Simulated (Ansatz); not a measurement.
Results of r²SCAN+SOC (plane waves, PAW; Ansatz, a program for electronic structure) for LaAlO₃ (R-3c, No. 167; start mp-2920; cell taken from a computed entry).

Numerical settings: plane-wave cutoff 560 eV, 8×8×8 k mesh, Fermi–Dirac smearing 0.01 eV, PAW data made under PBE.

Cell (relaxed with PBEsol):

```
CELL_PARAMETERS angstrom
      2.67664     1.54536     4.34955
     -2.67664     1.54536     4.34955
      0.00000    -3.09072     4.34955
ATOMIC_POSITIONS crystal
  La 0.25000 0.25000 0.25000
  La 0.75000 0.75000 0.75000
  Al 0.00000 0.00000 0.00000
  Al 0.50000 0.50000 0.50000
  O  0.78590 0.25000 0.71410
  O  0.21410 0.75000 0.28590
  O  0.71410 0.78590 0.25000
  O  0.28590 0.21410 0.75000
  O  0.25000 0.71410 0.78590
  O  0.75000 0.28590 0.21410
```

### Question
Give the computed band gap.

### Answer

band gap: 4.55 eV (direct)

Note: cell and atoms aren't relaxed at this level (largest force component 0.07 eV/Å, pressure 2.6 GPa); this cell isn't known to be the ambient phase, and symmetry holds it in the calculation.

Static lattice: no zero-point or thermal effects.

A start named mp-… is a Materials Project structure, which need not be a measured phase.
